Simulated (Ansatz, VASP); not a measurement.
**One calculation of Hf, two programs**

```
CELL_PARAMETERS angstrom
2.91381 0.00000 0.00000
0.00000 2.91381 0.00000
0.00000 0.00000 2.91381
ATOMIC_POSITIONS crystal
Hf 0.50000 0.50000 0.50000
```

Alike in both runs: functional PBE; k mesh 18 × 18 × 18; occupations gaussian, width 0.1 eV; no spin polarisation.

Ansatz relaxed the structure, and its values are those at the end. VASP's run is a single point on that final structure, the one shown.

```csv
,VASP,Ansatz
version,VASP 6.6.1,Ansatz 0.2.0
potentials or method,"VASP PAW PBE potentials, release 64 (Hf_pv)","scalar-relativistic, plane waves, PAW"
plane-wave cutoff (eV),520,420
valence electrons in the cell,10,26
```

```tsv
	VASP	Ansatz	Ansatz less VASP
gap on the k mesh at the Fermi level (eV)	none	none	-
pressure (GPa)	-0.3	0.0	+0.29
```

A gap of «none» marks a metal or a gap that the smearing closes. The functional is the same, so the differences come from potentials, cutoffs and numerics. The two sets of potentials don't hold the same shells in valence.

The runs have no spin-orbit coupling, so splittings on Hf are missing.
